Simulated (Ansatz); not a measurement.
# ScAl3 in Ansatz: convergence with k mesh

ScAl3:

```
CELL_PARAMETERS angstrom
4.08781 0.00000 0.00000
0.00000 4.08781 0.00000
0.00000 0.00000 4.08781
ATOMIC_POSITIONS crystal
Sc 0.00000 0.00000 0.00000
Al 0.50000 0.50000 0.00000
Al 0.00000 0.50000 0.50000
Al 0.50000 0.00000 0.50000
```

The cell is a database's computed one.

```yaml
Program: Ansatz 0.2.0
Task: convergence study
Functional: r2SCAN
Potentials_or_basis: Ansatz PAW
Cutoff: "500 eV (not typed: the program's choice for these potentials)"
k_mesh: 2 × 2 × 2
Occupations: fermi-dirac, width 0.05 eV
Spin: no spin polarisation
```

These are the settings of the first run; the series varies k mesh, with any setting tied to it.

Hardware: 2 threads of Arm Neoverse V2, on a shared host.

```csv
k mesh,"energy less the tightest run, at zero smearing (meV/atom)",pressure (GPa),SCF cycles,CPU time (s),peak memory (GiB)
2 × 2 × 2,383.45,0.02,7,1.6,0.39
3 × 3 × 3,43.91,-0.03,7,1.6,0.39
4 × 4 × 4,33.47,-0.13,6,2.1,0.4
5 × 5 × 5,-2.88,-0.23,6,2.1,0.4
6 × 6 × 6,4.23,-0.21,6,3.1,0.43
7 × 7 × 7,0.09,-0.16,6,3.1,0.43
9 × 9 × 9,2.82,-0.10,6,4.6,0.45
11 × 11 × 11,0.00,-0.14,7,7.7,0.46
```

Against the tightest run, the pressure stays within 0.1 GPa from 4 × 4 × 4 on. Not settled before the last step: the energy (to 1 meV/atom). Meshes of other sizes hit other points, so gaps and Fermi surfaces needn't settle smoothly. The tightest run that finished is the yardstick and may itself not be fully converged.

Caveat, for the tightest run too: the PAW data sets come from PBE, with cores solved anew for the run's functional, which leaves a small shift of forces and pressure.
